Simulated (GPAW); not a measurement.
Input of a GPAW 26.7.0 run:

run.py

```python
from ase import Atoms
from ase.eos import EquationOfState
from ase.io import Trajectory
from ase.units import GPa
from ase.parallel import parprint
from gpaw import GPAW, PW, setup_paths

setup_paths.insert(0, '.')

atoms = Atoms(['Pb', 'Pb', 'O', 'O'],
              cell=[[3.99, 0.0, 0.0],
                    [0.0, 3.99, 0.0],
                    [0.0, 0.0, 5.01]],
              scaled_positions=[[0.5, 0.0, 0.76],
                                [0.0, 0.5, 0.24],
                                [0.5, 0.5, 0.0],
                                [0.0, 0.0, 0.0]],
              pbc=True)

traj = Trajectory('eos.traj', 'w')
volumes, energies = [], []
for x in [0.94, 0.96, 0.98, 1.0, 1.02, 1.04, 1.06]:
    a = atoms.copy()
    a.set_cell(atoms.cell * x**(1 / 3), scale_atoms=True)
    calc = GPAW(mode=PW(800),
                xc='PBEsol',
                kpts={'size': (7, 7, 6), 'gamma': True},
                occupations={'name': 'fermi-dirac', 'width': 0.05},
                nbands=33,
                convergence={'density': 1e-05, 'energy': 1e-05},
                maxiter=150,
                txt=f'eos-{x:.2f}.txt')
    a.calc = calc
    energies.append(a.get_potential_energy(force_consistent=True))
    volumes.append(a.get_volume())
    p = -a.get_stress()[:3].mean() / GPa
    calc.write(f'eos-{x:.2f}.gpw')
    traj.write(a)
    parprint(f'{x:.2f} {volumes[-1]:10.4f} A^3 {energies[-1]:14.6f} eV {p:9.3f} GPa', flush=True)

v0, e0, B = EquationOfState(volumes, energies, eos='birchmurnaghan').fit()
parprint(f'V0 = {v0:.4f} A^3, E0 = {e0:.6f} eV, B0 = {B / GPa:.2f} GPa')
```

Potentials or basis: PAW data sets generated in the run's folder for this functional, pw.

Command:

```sh
$ gpaw-setup -f PBEsol O Pb
$ OMP_NUM_THREADS=1 mpirun -n 4 gpaw python run.py
```

Estimate the equilibrium volume.

19.57 Å³/atom.

Estimate the pressure derivative of the bulk modulus.

4.6.

Predict the bulk modulus at fixed shape and positions.

85 GPa.

Energy against volume, from the lowest point:
```csv
volume (Å³/atom),energy (meV/atom)
18.744,10.03
19.142,2.58
19.541,0.00
19.940,1.77
20.339,7.44
20.738,16.56
21.136,28.78
```

Caveat: the cell was scaled at fixed shape and fractional positions, which overstates the stiffness of a crystal with free parameters, most of all of layers and chains. The run has no spin-orbit coupling, so splittings on Pb are missing.
